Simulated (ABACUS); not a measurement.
# P (Cmce) in ABACUS: band structure with r2SCAN

Aim: the band structure of P with r2SCAN.

All numbers are computed with ABACUS 3.10.1; they aren't measurements. Logs are shortened: lines on timing, memory, paths and dates and some standing lists are left out, and cuts for length are marked.

**1. The crystal as given**

It takes space group Cmce (No. 64, orthorhombic). Conventional cell: a = 3.295 Å, b = 10.930 Å, c = 4.544 Å, α = 90.00°, β = 90.00°, γ = 90.00°. Around P (site symmetry m) lie 3 P at 2.20 to 2.25 Å.

**2. Band structure, r2SCAN**

Input file INPUT:

```
INPUT_PARAMETERS
suffix              P
calculation         nscf
basis_type          pw
pseudo_dir          ./
symmetry            -1
dft_functional      MGGA_X_R2SCAN+MGGA_C_R2SCAN
ecutwfc             69.0
pseudo_rcut         7
nspin               1
nbands              20
ks_solver           dav
smearing_method     fd
smearing_sigma      0.00367493
scf_thr             1e-08
scf_nmax            100
mixing_type         broyden
mixing_beta         0.7
mixing_tau          1
init_chg            file
pw_diag_thr         1e-07
out_band            1
kpar                4
```

Input file STRU:

```
ATOMIC_SPECIES
P 30.9738 P_ONCV_PBE-1.2.upf

LATTICE_CONSTANT
1.8897261246

LATTICE_VECTORS
1.6477431241 -5.4650377251 0.0000000000
1.6477431241 5.4650377251 0.0000000000
0.0000000000 0.0000000000 4.5436355900

ATOMIC_POSITIONS
Cartesian

P
0.0
4
1.6477431241 -4.4173149036 2.6753615623 1 1 1
1.6477431241 4.4173149036 1.8682740277 1 1 1
1.6477431241 -1.0477228215 0.4035437673 1 1 1
1.6477431241 1.0477228215 4.1400918227 1 1 1
```

Input file KPT:

```
K_POINTS
14
Line
0.00000000 0.00000000 0.00000000 10 // G
0.27272651 0.27272651 0.00000000 10 // X
0.00000000 0.50000000 0.00000000 10 // S
0.00000000 0.50000000 0.50000000 10 // R
0.27272651 0.27272651 0.50000000 10 // A
0.00000000 0.00000000 0.50000000 10 // Z
0.00000000 0.00000000 0.00000000 10 // G
-0.50000000 0.50000000 0.00000000 10 // Y
-0.27272651 0.72727349 0.00000000 10 // X1
-0.27272651 0.72727349 0.50000000 10 // A1
-0.50000000 0.50000000 0.50000000 10 // T
-0.50000000 0.50000000 0.00000000 1 // Y
0.00000000 0.00000000 0.50000000 10 // Z
-0.50000000 0.50000000 0.50000000 1 // T
```

Potentials or basis: SG15 ONCV 1.2 PBE, plane waves.

The run is started by

```
OMP_NUM_THREADS=1 mpirun -np 4 abacus > log
```

running log:

```text
ABACUS v3.10.1

               Atomic-orbital Based Ab-initio Computation at UStc

 ------------------------------------------------------------------------------------

 READING GENERAL INFORMATION
                           global_out_dir = OUT.P/
                           global_in_card = INPUT
                               pseudo_dir = ./
                              orbital_dir =
                                    DSIZE = 4
                                    GSIZE = 1

 READING UNITCELL INFORMATION
                                    ntype = 1
                  lattice constant (Bohr) = 1.88973
              lattice constant (Angstrom) = 1

 READING ATOM TYPE 1
                               atom label = P
                      L=0, number of zeta = 1
                      L=1, number of zeta = 1
                      L=2, number of zeta = 1
             number of atom for this type = 4

                        TOTAL ATOM NUMBER = 4
CARTESIAN COORDINATES ( UNIT =       1.889726124600 Bohr ).
    atom                   x                   y                   z     mag                  vx                  vy                  vz
tauc_P1            1.6477431241       -4.4173149036        2.6753615623  0.0000        0.0000000000        0.0000000000        0.0000000000
tauc_P2            1.6477431241        4.4173149036        1.8682740277  0.0000        0.0000000000        0.0000000000        0.0000000000
tauc_P3            1.6477431241       -1.0477228215        0.4035437673  0.0000        0.0000000000        0.0000000000        0.0000000000
tauc_P4            1.6477431241        1.0477228215        4.1400918227  0.0000        0.0000000000        0.0000000000        0.0000000000

                          Volume (Bohr^3) = 552.221
                             Volume (A^3) = 81.8306

 Lattice vectors: (Cartesian coordinate: in unit of a_0)
             +1.64774            -5.46504                  +0
             +1.64774            +5.46504                  +0
                   +0                  +0            +4.54364
 Reciprocal vectors: (Cartesian coordinate: in unit of 2 pi/a_0)
            +0.303445          -0.0914907                  +0
            +0.303445          +0.0914907                  -0
                   -0                  -0           +0.220088
 The esolver type has been set to : ksdft_pw

                PAO radial cut off (Bohr) = 7

 Read in pseudopotential file is P_ONCV_PBE-1.2.upf
                     pseudopotential type = NC
          exchange-correlation functional = PBE
                 nonlocal core correction = 0
                        valence electrons = 5
                                     lmax = 1
                           number of zeta = 0
                     number of projectors = 4
                           L of projector = 0
                           L of projector = 0
                           L of projector = 1
                           L of projector = 1
 XC functional updated to : MGGA_X_R2SCAN+MGGA_C_R2SCAN
          exchange-correlation functional = MGGA_X_R2SCAN+MGGA_C_R2SCAN
     initial pseudo atomic orbital number = 0

 SETUP THE ELECTRONS NUMBER
             electron number of element P = 5
       total electron number of element P = 20
            AUTOSET number of electrons:  = 20
                           occupied bands = 10
                                   NBANDS = 20
                                   NLOCAL = 36

 SETUP THE PLANE WAVE BASIS
 energy cutoff for charge/potential (unit:Ry) = 276
            fft grid for charge/potential = [ 60, 60, 45 ]
                        fft grid division = [ 1, 1, 1 ]
        big fft grid for charge/potential = [ 60, 60, 45 ]
                                     nbxx = 162000
                                     nrxx = 162000

 SETUP PLANE WAVES FOR CHARGE/POTENTIAL
                    number of plane waves = 42807
                         number of sticks = 1415

 PARALLEL PW FOR CHARGE/POTENTIAL
     PROC   COLUMNS(POT)             PW
        1           1415          42807
 --------------- sum -------------------
        1           1415          42807
                            number of |g| = 5860
                                  max |g| = 24.9639
                                  min |g| = 0

----------- Double Check Mixing Parameters Begin ------------
mixing_type: broyden
mixing_beta: 0.7
mixing_gg0: 1
mixing_gg0_min: 0.1
mixing_ndim: 8
----------- Double Check Mixing Parameters End ------------

 SETUP K-POINTS
                                    nspin = 1
                                   nkstot = 122
K-POINTS DIRECT COORDINATES
 KPOINTS    DIRECT_X    DIRECT_Y    DIRECT_Z  WEIGHT
       1  0.00000000  0.00000000  0.00000000  1.0000
       2  0.02727265  0.02727265  0.00000000  1.0000
       3  0.05454530  0.05454530  0.00000000  1.0000
       4  0.08181795  0.08181795  0.00000000  1.0000
       5  0.10909060  0.10909060  0.00000000  1.0000
       6  0.13636325  0.13636325  0.00000000  1.0000
[... 22 lines left out ...]
      29  0.00000000  0.50000000  0.40000000  1.0000
      30  0.00000000  0.50000000  0.45000000  1.0000
[... 92 further k points ...]

           k-point number in this process = 31
       minimum distributed K point number = 30

[... K-POINTS CARTESIAN COORDINATES: 31 rows ...]

[... K-POINTS DIRECT COORDINATES: 31 rows ...]

 SETUP PLANE WAVES FOR WAVE FUNCTIONS
     energy cutoff for wavefunc (unit:Ry) = 69
              fft grid for wave functions = [ 60, 60, 45 ]
                    number of plane waves = 6693
                         number of sticks = 409

 PARALLEL PW FOR WAVE FUNCTIONS
     PROC   COLUMNS(POT)             PW
        1            409           6693
 --------------- sum -------------------
        1            409           6693

 SETUP NONLOCAL PSEUDOPOTENTIALS IN PLANE WAVE BASIS
 P non-local projectors:
 projector 1 L=0
 projector 2 L=0
 projector 3 L=1
 projector 4 L=1
      TOTAL NUMBER OF NONLOCAL PROJECTORS = 32

 Init Non-Local PseudoPotential table :
 Init Non-Local-Pseudopotential done.

                                     npwx = 5372

 -------------------------------------------
 NONSELF-CONSISTENT
 -------------------------------------------
                                 init_chg = file
 try to read charge from file
 Read in the charge density: OUT.P//P-CHARGE-DENSITY.restart
 try to read kinetic energy density from file
 Read in the kinetic energy density: OUT.P//P-TAU-DENSITY.restart

 PW ALGORITHM --------------- ION=   1  ELEC=   1--------------------------------

 k(1/122) Iter steps (avg)=28 threshold=1e-07
 k(2/122) Iter steps (avg)=29 threshold=1e-07
 k(3/122) Iter steps (avg)=26 threshold=1e-07

 k(4/122) Iter steps (avg)=26 threshold=1e-07
 k(5/122) Iter steps (avg)=27 threshold=1e-07
 k(6/122) Iter steps (avg)=27 threshold=1e-07
 k(7/122) Iter steps (avg)=24 threshold=1e-07
 k(8/122) Iter steps (avg)=24 threshold=1e-07
 k(9/122) Iter steps (avg)=19 threshold=1e-07
 k(10/122) Iter steps (avg)=19 threshold=1e-07
 k(11/122) Iter steps (avg)=19 threshold=1e-07
 k(12/122) Iter steps (avg)=20 threshold=1e-07
 k(13/122) Iter steps (avg)=20 threshold=1e-07
 k(14/122) Iter steps (avg)=19 threshold=1e-07

 k(15/122) Iter steps (avg)=19 threshold=1e-07
 k(16/122) Iter steps (avg)=20 threshold=1e-07
 k(17/122) Iter steps (avg)=23 threshold=1e-07
 k(18/122) Iter steps (avg)=20 threshold=1e-07

 k(19/122) Iter steps (avg)=18 threshold=1e-07
 k(20/122) Iter steps (avg)=18 threshold=1e-07

 k(21/122) Iter steps (avg)=18 threshold=1e-07
 k(22/122) Iter steps (avg)=18 threshold=1e-07
 k(23/122) Iter steps (avg)=19 threshold=1e-07
 k(24/122) Iter steps (avg)=23 threshold=1e-07
 k(25/122) Iter steps (avg)=25 threshold=1e-07
 k(26/122) Iter steps (avg)=19 threshold=1e-07
 k(27/122) Iter steps (avg)=17 threshold=1e-07
 k(28/122) Iter steps (avg)=17 threshold=1e-07
 k(29/122) Iter steps (avg)=16 threshold=1e-07
 k(30/122) Iter steps (avg)=17 threshold=1e-07
 k(31/122) Iter steps (avg)=16 threshold=1e-07
[... levels at 31 k points of this process ...]

 Density error is 0.00000000000
                          Error Threshold = 1.00000000000e-07
----------------------------------------------------------
     Energy           Rydberg                 eV
----------------------------------------------------------
 E_KohnSham     -52.7042237901       -717.0777522130
 E_KS(sigma->0) -52.7041475875       -717.0767154232
 E_Harris       -52.7042237901       -717.0777522130
 E_band         -0.5897327423        -8.0237255926
 E_one_elec     2.9317103385         39.8879654897
 E_Hartree      7.3201181050         99.5953162613
 E_xc           -13.4775020567       -183.3708227782
 E_Ewald        -49.4783977718       -673.1881376063
 E_entropy(-TS) -0.0001524052        -0.0020735794
 E_descf        0.0000000000         0.0000000000
 E_exx          0.0000000000         0.0000000000
 E_Fermi        0.5061583388         6.8866374979
----------------------------------------------------------

 charge density convergence is achieved
 final etot is -717.07775221 eV
 EFERMI = 6.8866374979 eV

 STATE ENERGY(eV) AND OCCUPATIONS    NSPIN == 1
 1/31 kpoint (Cartesian) = 0.0000 0.0000 0.0000 (5353 pws)
       1       -9.94401      0.0163934
       2       -7.06910      0.0163934
       3       -3.60544      0.0163934
       4      -0.346040      0.0163934
       5        1.52706      0.0163934
       6        1.66183      0.0163934
[... 12 lines left out ...]
      19        14.9164    2.94628e-72
      20        15.4933    2.86937e-77

 2/31 kpoint (Cartesian) = 0.016552 0.0000 0.0000 (5345 pws)
       1       -9.90643      0.0163934
       2       -7.02996      0.0163934
       3       -3.62075      0.0163934
       4      -0.315540      0.0163934
       5        1.47212      0.0163934
       6        1.69290      0.0163934
[... 12 lines left out ...]
      19        14.7559    7.29606e-71
      20        15.5206    1.66406e-77

 3/31 kpoint (Cartesian) = 0.033103 0.0000 0.0000 (5353 pws)
       1       -9.79391      0.0163934
       2       -6.91264      0.0163934
       3       -3.67693      0.0163934
       4      -0.225126      0.0163934
       5        1.25246      0.0163934
       6        1.68100      0.0163934
[... 12 lines left out ...]
      19        14.9946    6.16328e-73
      20        15.3543    4.62867e-76

 4/31 kpoint (Cartesian) = 0.049655 0.0000 0.0000 (5357 pws)
       1       -9.60706      0.0163934
       2       -6.71744      0.0163934
       3       -3.80379      0.0163934
       4     -0.0783912      0.0163934
       5       0.762340      0.0163934
       6        1.10118      0.0163934
[... 12 lines left out ...]
      19        15.1325    3.90461e-74
      20        15.2544    3.41466e-75

 5/31 kpoint (Cartesian) = 0.066206 0.0000 0.0000 (5355 pws)
       1       -9.34700      0.0163934
       2       -6.44491      0.0163934
       3       -4.04229      0.0163934
       4      0.0301420      0.0163934
       5       0.117372      0.0163934
       6       0.633870      0.0163934
[... 12 lines left out ...]
      19        15.1218    4.84448e-74
      20        15.1427    3.18701e-74

 6/31 kpoint (Cartesian) = 0.082758 0.0000 0.0000 (5352 pws)
       1       -9.01547      0.0163934
       2       -6.09582      0.0163934
       3       -4.41969      0.0163934
       4      -0.811308      0.0163934
       5       0.348392      0.0163934
       6       0.363390      0.0163934
[... 12 lines left out ...]
      19        15.2368    4.85425e-75
      20        15.7289    2.57982e-79

[... levels at 25 further k points ...]

 --------------------------------------------
 !FINAL_ETOT_IS -717.0777522129706 eV
 --------------------------------------------

 Output bands in file: OUT.P/BANDS_1.dat
```

Wall time 3.3 min (4 MPI ranks of Intel Xeon Platinum 8259CL at 2.50GHz (Skylake/Cascade Lake), shared host); peak memory 0.64 GiB.

Results:

```
Band gap along the path : 0.21 eV, direct
```

Levels at the corners of the path, in eV from the Fermi level:
```csv
point,band 6,band 7,band 8,band 9,band 10,band 11,band 12,band 13,band 14,band 15
Γ,-5.26,-4.49,-3.06,-2.90,-1.43,0.51,1.06,1.92,2.81,5.53
X,-5.86,-4.01,-3.77,-2.93,-2.71,0.66,0.85,1.31,2.04,2.82
S,-6.07,-3.75,-3.75,-2.93,-2.92,0.67,0.67,1.52,1.52,3.40
R,-6.12,-5.71,-5.71,-2.09,-2.09,1.68,1.68,3.50,3.50,5.19
A,-6.56,-5.19,-5.19,-1.99,-1.99,1.76,1.76,3.39,3.39,4.69
Z,-4.75,-3.65,-3.65,-1.92,-1.92,1.46,1.46,2.92,2.92,4.70
Γ,-5.26,-4.49,-3.06,-2.90,-1.43,0.51,1.06,1.92,2.81,5.53
Y,-5.96,-4.59,-2.74,-1.83,-0.14,0.07,0.82,2.13,2.69,5.35
X1,-5.86,-4.01,-3.77,-2.93,-2.71,0.66,0.85,1.31,2.04,2.82
A1,-6.56,-5.19,-5.19,-1.99,-1.99,1.76,1.76,3.39,3.39,4.69
T,-3.68,-3.11,-3.11,-2.25,-2.25,1.43,1.43,2.64,2.64,3.18
Y,-5.96,-4.59,-2.74,-1.83,-0.14,0.07,0.82,2.13,2.69,5.35
Z,-4.75,-3.65,-3.65,-1.92,-1.92,1.46,1.46,2.92,2.92,4.70
T,-3.68,-3.11,-3.11,-2.25,-2.25,1.43,1.43,2.64,2.64,3.18
```

Caveat: the density is read from an earlier self-consistent run, whose mesh may be coarse.
